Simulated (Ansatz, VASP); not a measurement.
This is a calculation of Bi2Te3 (Tellurobismuthite) for Ansatz 0.2.0.

The input input.yaml:

```yaml
crystal:
  lattice:
    - [2.2218585726, 1.2827906449, 10.2994407795]
    - [-2.2218585726, 1.2827906449, 10.2994407795]
    - [0.0, -2.56558129, 10.2994407795]
  atoms:
    - { symbol: Bi, position: [0.6, 0.6, 0.6] }
    - { symbol: Bi, position: [0.4, 0.4, 0.4] }
    - { symbol: Te, position: [0.7905, 0.7905, 0.7905] }
    - { symbol: Te, position: [0.2095, 0.2095, 0.2095] }
    - { symbol: Te, position: [0.0, 0.0, 0.0] }
hamiltonian:
  xc: pbesol
  pseudopotentials: { kind: paw }
kpoints:
  mp_grid: { grid: [7, 7, 7] }
scf:
  occupations: { method: fermi_dirac, width: 0.05 }
output:
  forces: true
  stress: true
  eigenvalues: true
```

Potentials or basis: Ansatz PAW.

The run is started by

```sh
$ ansatz run input.yaml --threads 2 --pin off --max-ram 5120MiB --backend cpu --events-out ev --progress --plain --runs-dir out
```

**Question.** Translate it to VASP 6.6.1. Potentials there: VASP PAW PBE potentials, release 64 (Bi_d, Te).

**Answer.** As run (the cutoff follows the program's own potentials):

The input INCAR:

```
SYSTEM = Bi2Te3
ALGO = Normal ; EDIFF = 1E-7
ENCUT = 520 ; GGA = PS
ISIF = 2 ; ISMEAR = -1
KPAR = 2 ; LASPH = .True.
LCHARG = .False. ; LREAL = .False.
LWAVE = .False. ; NBANDS = 32
NELM = 60 ; PREC = Accurate
SIGMA = 0.05
```

KPOINTS

```
k-points
0
Gamma
  7 7 7
  0 0 0
```

POSCAR

```
Bi2Te3
1.0
    2.2218585726      1.2827906449     10.2994407795
   -2.2218585726      1.2827906449     10.2994407795
    0.0000000000     -2.5655812900     10.2994407795
Bi Te
2 3
Direct
    0.6000000000      0.6000000000      0.6000000000
    0.4000000000      0.4000000000      0.4000000000
    0.7905000000      0.7905000000      0.7905000000
    0.2095000000      0.2095000000      0.2095000000
    0.0000000000      0.0000000000      0.0000000000
```

Potentials or basis: VASP PAW PBE potentials, release 64 (Bi_d, Te).

The run is started by

```sh
$ cat potpaw_PBE.64/Bi_d/POTCAR potpaw_PBE.64/Te/POTCAR > POTCAR
$ mpirun -np 2 vasp_std > vasp.out
```

Both were run:

|  | VASP | Ansatz | Ansatz less VASP |
| --- | --- | --- | --- |
| gap on the k mesh at the Fermi level (eV) | 0.25 | 0.26 | +0.010 |
| least direct gap on the mesh (eV) | 0.25 | 0.26 | +0.010 |
| pressure (GPa) | -2.4 | -2.4 | -0.01 |
| largest component of the traceless stress (GPa) | 0.27 | 0.28 | +0.003 |
| rms of the force components (eV/Å) | 0.128 | 0.134 | +0.0062 |

Atom by atom the forces differ by 0.006 eV/Å (rms over components). The two sets of potentials don't hold the same shells in valence.

Caveats: spin-orbit coupling is left out, which as a rule narrows the gap of such compounds by several tenths of an eV; the PAW data sets were made with another functional, which shifts forces and pressure a little (VASP); an odd mesh through Γ misses points on the zone boundary, where band edges often lie (VASP); odd divisions of the mesh miss points on the zone boundary, where band edges often lie, so the gap on the mesh can be too wide (Ansatz); the PAW data sets come from PBE, with cores solved anew for the run's functional, which leaves a small shift of forces and pressure (Ansatz).
